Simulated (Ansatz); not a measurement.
MoS2: band structure with PBE

The system is MoS2.

```xyz
3
Lattice="1.5800 0.9122 6.1500 -1.5800 0.9122 6.1500 0.0000 -1.8244 6.1500" Properties=species:S:1:pos:R:3 pbc="T T T"
Mo    0.0000    0.0000    0.0000
S     0.0000    0.0000    7.6936
S     0.0000    0.0000    4.6125
```

Measurements of this composition are mostly on another form, of space group No. 194.

```yaml
Program: Ansatz 0.2.0
Task: band structure
Functional: PBE
Potentials_or_basis: Ansatz PAW
Cutoff: "420 eV (not typed: the program's choice for these potentials)"
k_mesh: 10 × 10 × 10
Occupations: fermi-dirac, width 0.05 eV
Spin: no spin polarisation
Path: "[[\"G\", \"L\", \"B1\"], [\"B\", \"Z\", \"G\", \"X\"], [\"Q\", \"F\", \"P1\", \"Z\"], [\"L\", \"P\"]]"
Points_for_each_segment_of_the_path: 14
```

```json
{
  "Pressure": "5.4 GPa",
  "Largest force": "0.521 eV/Å",
  "Band gap on the k mesh": "0.95 eV, indirect (least direct gap 1.96 eV)",
  "Band gap along the path": "0.92 eV, indirect (least direct gap 1.71 eV)"
}
```

Forces on the atoms (eV/Å):
```
Mo   0.000  0.000  0.086
S    0.000  0.000  0.435
S    0.000  0.000 -0.521
```

Stress tensor (GPa, compression positive):
```
4.55 0.00 0.00
0.00 4.55 0.00
0.00 0.00 6.95
```

Levels at the corners of the path, in eV from the valence-band top:
| point | band 9 | band 10 | band 11 | band 12 | band 13 | band 14 | band 15 | band 16 | band 17 | band 18 |
| --- | --- | --- | --- | --- | --- | --- | --- | --- | --- | --- |
| Γ | -3.49 | -2.35 | -2.35 | -1.27 | -1.18 | 2.01 | 2.01 | 2.44 | 2.44 | 5.47 |
| L | -5.07 | -4.07 | -2.36 | -1.68 | -1.50 | 1.57 | 2.00 | 3.46 | 3.49 | 5.25 |
| B1 | -4.91 | -4.42 | -3.79 | -2.83 | -0.81 | 0.96 | 2.30 | 3.00 | 4.23 | 6.34 |
| B | -4.91 | -4.42 | -3.79 | -2.83 | -0.81 | 0.96 | 2.30 | 3.00 | 4.23 | 6.34 |
| Z | -3.50 | -3.50 | -2.32 | -2.32 | 0.00 | 2.11 | 2.11 | 2.30 | 2.30 | 5.55 |
| Γ | -3.49 | -2.35 | -2.35 | -1.27 | -1.18 | 2.01 | 2.01 | 2.44 | 2.44 | 5.47 |
| X | -4.96 | -4.42 | -3.72 | -2.88 | -0.79 | 0.93 | 2.30 | 2.99 | 4.25 | 6.25 |
| Q | -4.96 | -4.42 | -3.72 | -2.88 | -0.79 | 0.93 | 2.30 | 2.99 | 4.25 | 6.25 |
| F | -4.78 | -4.00 | -2.93 | -1.86 | -1.33 | 1.52 | 2.12 | 3.00 | 3.91 | 5.96 |
| P1 | -4.85 | -4.02 | -2.80 | -1.82 | -1.36 | 1.53 | 2.15 | 3.06 | 3.80 | 5.58 |
| Z | -3.50 | -3.50 | -2.32 | -2.32 | 0.00 | 2.11 | 2.11 | 2.30 | 2.30 | 5.55 |
| L | -5.07 | -4.07 | -2.36 | -1.68 | -1.50 | 1.57 | 2.00 | 3.46 | 3.49 | 5.25 |
| P | -4.85 | -4.02 | -2.80 | -1.82 | -1.36 | 1.53 | 2.15 | 3.06 | 3.80 | 5.58 |

Wall time 10 s on 2 threads of Arm Neoverse V2, with other jobs on the host, peak memory 0.42 GiB.
